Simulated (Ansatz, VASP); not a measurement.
**Ga: VASP beside Ansatz**

Contents of INCAR:

```
PREC     = Accurate       # precision mode
ENCUT    = 520            # plane-wave cutoff, eV
EDIFF    = 1E-7           # SCF threshold, eV
ISMEAR   = -1             # smearing method
SIGMA    = 0.05           # smearing width, eV
LREAL    = False          # projectors in reciprocal space
LASPH    = True           # aspherical terms in the spheres
NELM     = 80             # most SCF steps
ALGO     = Fast           # electronic algorithm
ISIF     = 2              # what is computed and relaxed
LWAVE    = False          # write WAVECAR
LCHARG   = False          # write CHGCAR
GGA      = PS             # functional
NBANDS   = 20             # bands
```

Contents of KPOINTS:

```
Automatic mesh
0
Gamma
  10 10 8
```

File POSCAR:

```
Ga
1.0
    1.4203998576     -3.9820175319      0.0000000000
    1.4203998576      3.9820175319      0.0000000000
    0.0000000000      0.0000000000      3.1052879646
Ga
2
Direct
    0.1330000000      0.8670000000      0.7500000000
    0.8670000000      0.1330000000      0.2500000000
```

The input input.yaml:

```yaml
crystal:
  lattice:
    - [1.4203998576, -3.9820175319, 0.0]
    - [1.4203998576, 3.9820175319, 0.0]
    - [0.0, 0.0, 3.1052879646]
  atoms:
    - { symbol: Ga, position: [0.133, 0.867, 0.75] }
    - { symbol: Ga, position: [0.867, 0.133, 0.25] }
kpoints:
  mp_grid: { grid: [10, 10, 8] }
scf:
  occupations: { method: fermi_dirac, width: 0.05 }
hamiltonian:
  xc: pbesol
  pseudopotentials: { kind: all_electron, lapw: { basis_error: 0.0005 } }
output:
  forces: true
  stress: true
  eigenvalues: true
```

Change from the starting cell: volume scaled by 0.94.

Alike in both runs: task single point; functional PBEsol; k mesh 10 × 10 × 8; occupations fermi-dirac, width 0.05 eV; no spin polarisation.

```csv
,VASP,Ansatz
version,VASP 6.6.1,Ansatz 0.2.0
potentials or method,"VASP PAW PBE potentials, release 64 (Ga_d)","all-electron LAPW, scalar-relativistic"
plane-wave cutoff (eV),520,see its input
```

VASP gave:

- gap on the k mesh at the Fermi level (eV): none
- pressure (GPa): 1.7
- largest component of the traceless stress (GPa): 2.46
- rms of the force components (eV/Å): 0.135

Problem. Estimate Ansatz's values.

Solution. gap on the k mesh at the Fermi level (eV): none; pressure (GPa): 1.6; largest component of the traceless stress (GPa): 2.47; rms of the force components (eV/Å): 0.135.

Atom by atom the forces differ by 0.000 eV/Å (rms over components). A gap of «none» marks a metal or a gap that the smearing closes. Ansatz ran all-electron here, so the differences hold the error of VASP's frozen core and of both bases.

Caveats: the PAW data sets were made with another functional, which shifts forces and pressure a little (VASP).
